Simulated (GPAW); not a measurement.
Input of a GPAW 26.7.0 run:

run.py

```python
from ase.dft.bandgap import bandgap
from ase.io import read, write
from ase.units import GPa
from gpaw import GPAW, PW

atoms = read('POSCAR')

calc = GPAW(mode=PW(800),
            xc='RPBE',
            kpts={'size': (10, 10, 10), 'gamma': True},
            occupations={'name': 'methfessel-paxton', 'order': 0, 'width': 0.02},
            nbands=19,
            convergence={'density': 1e-05, 'energy': 1e-05},
            maxiter=150,
            txt='gpaw.txt')
atoms.calc = calc
energy = atoms.get_potential_energy()
forces = atoms.get_forces()
stress = atoms.get_stress()
calc.write('gs.gpw')
write('result.traj', atoms)
print(f'Energy: {energy:.6f} eV')
print('Forces (eV/A):')
print(forces.round(4))
print('Stress (GPa):', (stress / GPa).round(3))
print('Fermi level:', round(calc.get_fermi_level(), 4), 'eV')
print(f'Gap: {bandgap(calc)[0]:.4f} eV, direct: {bandgap(calc, direct=True)[0]:.4f} eV')
```

Contents of POSCAR:

```
TaN
1.0
    0.0000000000      2.2113230000      2.2113230000
    2.2113230000      0.0000000000      2.2113230000
    2.2113230000      2.2113230000      0.0000000000
Ta N
1 1
Direct
    0.5000000000      0.5000000000      0.5000000000
    0.0000000000      0.0000000000      0.0000000000
```

Potentials or basis: the program's PAW data sets (release 1.2.1) made for this functional, pw.

Run with:

```bash
$ OMP_NUM_THREADS=1 python run.py
```

Q: What does it give for the pressure?

A: 4.0 GPa.

Q: Estimate the band gap on the k mesh.

A: None (metal or under the smearing width).

Spin-orbit coupling is left out, which matters for the levels of Ta.
